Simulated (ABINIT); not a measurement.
Crystal: ZrSe2.

```
CELL_PARAMETERS angstrom
3.79800 0.00000 0.00000
-1.89900 3.28916 0.00000
0.00000 0.00000 6.19200
ATOMIC_POSITIONS crystal
Zr 0.00000 0.00000 0.00000
Se 0.66667 0.33333 0.75000
Se 0.33333 0.66667 0.25000
```

Base run:

```yaml
Program: ABINIT 10.8.3 (patched build)
Functional: LDA
Potentials_or_basis: PseudoDojo NC SR LDA v0.4 stringent
Cutoff: 1306 eV
k_mesh: 6 × 6 × 4
Occupations: fermi-dirac, width 0.05 eV
Spin: no spin polarisation
```

Its results: band gap on the k mesh 0.28 eV, indirect (least direct gap 0.97 eV); pressure -4.5 GPa; largest force 0.071 eV/Å.

Problem. The run is repeated on the same cell with these changes: functional from LDA to PBE; potentials or basis from PseudoDojo NC SR LDA v0.4 stringent to PseudoDojo NC SR PBE v0.4.1 standard; cutoff from 1306 eV to 1088 eV; valence electrons from 60 to 44. What comes out?

Solution. Band gap on the k mesh 0.36 eV, indirect (least direct gap 1.04 eV); pressure 1.9 GPa; largest force 0.278 eV/Å.

Caveats: this functional lacks dispersion, which binds the layers, so the pressure and a relaxed spacing across them are unreliable (some runs).

A k mesh can miss the band edges.
